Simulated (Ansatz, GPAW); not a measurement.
This is a calculation of TaN for GPAW 26.7.0 (ASE script). The cell comes from a database or a generator and needn't be the stable form of this composition.

Contents of run.py:

```python
from ase.dft.bandgap import bandgap
from ase.io import read, write
from ase.units import GPa
from gpaw import GPAW, PW

atoms = read('POSCAR')

calc = GPAW(mode=PW(800),
            xc='RPBE',
            kpts={'size': (10, 10, 10), 'gamma': True},
            occupations={'name': 'methfessel-paxton', 'order': 0, 'width': 0.02},
            nbands=19,
            convergence={'density': 1e-05, 'energy': 1e-05},
            maxiter=150,
            txt='gpaw.txt')
atoms.calc = calc
energy = atoms.get_potential_energy()
forces = atoms.get_forces()
stress = atoms.get_stress()
calc.write('gs.gpw')
write('result.traj', atoms)
print(f'Energy: {energy:.6f} eV')
print('Forces (eV/A):')
print(forces.round(4))
print('Stress (GPa):', (stress / GPa).round(3))
print('Fermi level:', round(calc.get_fermi_level(), 4), 'eV')
print(f'Gap: {bandgap(calc)[0]:.4f} eV, direct: {bandgap(calc, direct=True)[0]:.4f} eV')
```

File POSCAR:

```
TaN
1.0
    0.0000000000      2.2113230000      2.2113230000
    2.2113230000      0.0000000000      2.2113230000
    2.2113230000      2.2113230000      0.0000000000
Ta N
1 1
Direct
    0.5000000000      0.5000000000      0.5000000000
    0.0000000000      0.0000000000      0.0000000000
```

Potentials or basis: the program's PAW data sets (release 1.2.1) made for this functional, pw.

Command:

```bash
$ OMP_NUM_THREADS=1 python run.py
```

Problem. Translate it to Ansatz 0.2.0. Potentials or basis there: Ansatz PAW, cutoff 420 eV.

Solution. As run (cutoffs and basis follow the program's own potentials, and thresholds, step limits or extra output files can differ):

File input.yaml:

```yaml
crystal:
  lattice:
    - [0.0, 2.211323, 2.211323]
    - [2.211323, 0.0, 2.211323]
    - [2.211323, 2.211323, 0.0]
  atoms:
    - { symbol: Ta, position: [0.5, 0.5, 0.5] }
    - { symbol: "N", position: [0.0, 0.0, 0.0] }
hamiltonian:
  xc: rpbe
  pseudopotentials: { kind: paw }
kpoints:
  mp_grid: { grid: [10, 10, 10] }
scf:
  occupations: { method: gaussian, width: 0.02 }
output:
  forces: true
  stress: true
  eigenvalues: true
```

Potentials or basis: Ansatz PAW.

The run is started by

```bash
$ ansatz run input.yaml --threads 2 --pin off --max-ram 5632MiB --backend cpu --events-out ev --progress --plain --runs-dir out
```

Both were run:

|  | GPAW | Ansatz |
| --- | --- | --- |
| Pressure | 4.0 GPa | 3.3 GPa |

Ansatz's pressure holds a Pulay term of +0.44 GPa for its cutoff of 420 eV, which the other run lacks.

Ansatz's potentials were made for PBE.

Where Ansatz's input types no cutoff or centring, it takes its own default and a Γ-centred mesh.

Pressure is positive in compression.
